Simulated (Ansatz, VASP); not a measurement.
# C: VASP beside Ansatz

```
C
1.0
     2.50320    0.00000    0.00000
    -1.25160    2.16783    0.00000
     0.00000    0.00000    4.16887
C
4
Direct
  0.33333 0.66667 0.00023
  0.66667 0.33333 0.50023
  0.33333 0.66667 0.37477
  0.66667 0.33333 0.87477
```

The cell was built by a generator and needn't be a form met in nature.

Alike in both runs: task single point; functional PBE; k mesh 12 × 12 × 6; occupations fermi-dirac, width 0.02 eV; no spin polarisation.

```csv
,VASP,Ansatz
version,VASP 6.6.1,Ansatz 0.2.0
potentials or method,"VASP PAW PBE potentials, release 64 (C)","plane waves, PAW"
plane-wave cutoff (eV),520,420
valence electrons in the cell,16,16
```

|  | VASP | Ansatz | Ansatz less VASP |
| --- | --- | --- | --- |
| gap on the k mesh at the Fermi level (eV) | 3.31 | 3.32 | +0.013 |
| pressure (GPa) | 4.8 | 4.2 | -0.69 |
| largest component of the traceless stress (GPa) | 0.55 | 0.45 | -0.098 |
| rms of the force components (eV/Å) | 0.009 | 0.007 | -0.0025 |

Atom by atom the forces differ by 0.003 eV/Å (rms over components).
